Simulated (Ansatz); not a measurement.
Input and command of a plane-wave DFT calculation in Ansatz:

```yaml
crystal:
  lattice:
    - [3.0659719416, 0.0, 0.0]
    - [-1.5329859708, 2.6552095887, 0.0]
    - [0.0, 0.0, 5.3495462077]
  atoms:
    - { symbol: Mn, position: [0.0, 0.0, 0.0], spin: 4.26 }
    - { symbol: Mn, position: [0.0, 0.0, 0.5], spin: 4.26 }
    - { symbol: O, position: [0.3333333333, 0.6666666667, 0.25], spin: 0.22 }
    - { symbol: O, position: [0.6666666667, 0.3333333333, 0.75], spin: 0.22 }
basis:
  ecutwfc: 420
kpoints:
  mp_grid: { grid: [18, 18, 10] }
hamiltonian:
  xc: pbe
scf:
  occupations: { method: gaussian, width: 0.1 }
output:
  forces: true
  stress: true
  eigenvalues: true
  populations: true
magnetization:
  spin_polarized: true
relax:
  adjacent_minimum: "off"
  f_tol: 0.01
  max_steps: 80
  cell: { stress_tol: 0.05 }
```

```bash
ansatz run input.yaml --threads 1 --pin off --max-ram 2560MiB --backend cpu --events-out ev --progress --plain --runs-dir out
```

Processor: Intel(R) Xeon(R) Platinum 8259CL CPU @ 2.50GHz (Skylake/Cascade Lake), 1 thread, on a host shared with other jobs.

**Question.** How long does it run, and how much memory does it take?

**Answer.** About 4.3 min on 1 thread of Intel(R) Xeon(R) Platinum 8259CL CPU @ 2.50GHz (Skylake/Cascade Lake) (shared host), peak memory 0.73 GiB. It solves 31 bands at 222 k points (the mesh reduced by the symmetry that the task leaves, which can be less than the crystal's) with about 845 plane waves (on the last cell), in 37 SCF iterations over 5 ionic steps.
